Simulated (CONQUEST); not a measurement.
# Ge in CONQUEST: convergence with smearing width

Crystal: Ge.

```
Ge
1.0
     2.79483    0.00000    0.00000
     0.00000    5.14898    0.00000
     0.00000    0.00000    5.14898
Ge
4
Cartesian
  0.0025 2.5889 2.5733
  1.4000 0.0144 5.1478
  0.6918 2.5849 0.0042
  2.0893 0.0104 2.5787
```

This isn't the form of Ge at room conditions, which is diamond.

The cell isn't the ideal one: atoms moved at random.

```yaml
Program: CONQUEST 1.3
Task: convergence study
Functional: LDA
Potentials_or_basis: PseudoDojo NC LDA, SZP, grid cutoff 120 Ha
k_mesh: 9 × 5 × 5
Occupations: methfessel-paxton, width 0.4 eV
Spin: no spin polarisation
```

These are the settings of the first run; the series varies smearing width, with any setting tied to it.

Hardware: 1 thread of AMD EPYC 9B45 (Zen 5), on a shared host.

Question: The values tried are 0.4 eV, 0.3 eV, 0.2 eV, 0.1 eV, 0.05 eV, 0.025 eV, 0.01 eV, 0.005 eV, loosest first. From which on does the pressure stay within 0.1 GPa of the tightest run that finished?

Answer: From 0.1 eV on.

| smearing width | energy less the tightest run (meV/atom) | pressure (GPa) | largest force (eV/Å) | SCF cycles | CPU time (s) | peak memory (GiB) |
| --- | --- | --- | --- | --- | --- | --- |
| 0.4 eV | -0.59 | 1.86 | 0.040 | 5 | 19 | 0.54 |
| 0.3 eV | -0.79 | 1.86 | 0.039 | 5 | 19 | 0.54 |
| 0.2 eV | -0.70 | 1.82 | 0.040 | 5 | 19 | 0.54 |
| 0.1 eV | -0.37 | 1.77 | 0.041 | 5 | 19 | 0.54 |
| 0.05 eV | -0.12 | 1.74 | 0.038 | 5 | 19 | 0.54 |
| 0.025 eV | -0.02 | 1.71 | 0.035 | 5 | 19 | 0.54 |
| 0.01 eV | 0.00 | 1.69 | 0.035 | 5 | 21 | 0.54 |
| 0.005 eV | 0.00 | 1.69 | 0.035 | 5 | 24 | 0.54 |

Against the tightest run, the energy stays within 1 meV/atom from 0.4 eV on; the largest force stays within 0.005 eV/Å from 0.05 eV on. Narrower smearing needs a denser k mesh, so at a fixed mesh the narrowest width isn't the most accurate. The tightest run that finished is the yardstick and may itself not be fully converged.

Caveat, for the tightest run too: the atomic basis is small; the basis of atomic orbitals isn't converged, which shifts pressures, moduli and gaps.
